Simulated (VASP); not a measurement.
Set up this calculation in VASP 6.6.1, as the native input.

| Property | Result |
| --- | --- |
| Task | relaxation of cell and atoms |
| Functional | PBE |
| Potentials or basis | VASP PAW PBE potentials, release 64 (Al, N) |
| Cutoff | 520 eV |
| k mesh | 2 × 2 × 2 |
| Occupations | gaussian, width 0.02 eV |
| Spin | no spin polarisation |
| Further INCAR settings | ALGO = Normal; EDIFF = 1e-07; IBRION = 2; EDIFFG = -0.002; NSW = 80; ISIF = 3 |

The structure of AlN lies in POSCAR:

```
AlN                                     
1.0
    0.0000000000      2.2164959289      2.2164959289
    2.2164959289     -0.0000000000      2.2164959289
    2.2164959289      2.2164959289      0.0000000000
  Al              N             
     1     1
Direct
     0.0000000000000000    0.0000000000000000    0.0000000000000000
     0.7500000000000000    0.7500000000000000    0.7500000000000000
```

Measurements of this composition are mostly on another form, of space group No. 186.

The input as run:

INCAR

```
  PREC = Accurate
  ENCUT = 520
  EDIFF = 1E-7
  ISMEAR = 0
  SIGMA = 0.02
  LREAL = F
  LASPH = T
  NELM = 60
  ALGO = Normal
  ISIF = 3
  LWAVE = F
  LCHARG = F
  GGA = PE
  IBRION = 2
  NSW = 80
  EDIFFG = -0.002
```

KPOINTS

```
regular mesh
0
Gamma
  2 2 2
```

Potentials or basis: VASP PAW PBE potentials, release 64 (Al, N).

Launch:

```bash
$ cat potpaw_PBE.64/Al/POTCAR potpaw_PBE.64/N/POTCAR > POTCAR
$ mpirun -np 1 vasp_std > vasp.out
```

It gave:

The relaxed volume is 10.89 Å³/atom and the relaxed cell is a = 3.135 Å, b = 3.135 Å, c = 3.135 Å, α = 60.00°, β = 60.00°, γ = 60.00°. The space group after relaxing (to 0.05 Å) is F-43m (No. 216). The energy gained by relaxing is 0.0 meV/atom and the ionic steps are 3. The pressure after relaxing is 0.0 GPa and the band gap on the k mesh is 2.86 eV, indirect (least direct gap 3.62 eV).

Caveat: the k mesh is coarse (spacing up to 1.23 Å⁻¹), so the values aren't converged.

Wall time 4.3 s on 1 thread of Intel(R) Xeon(R) Platinum 8175M CPU @ 2.50GHz (Skylake/Cascade Lake), with other jobs on the host, peak memory 0.12 GiB.
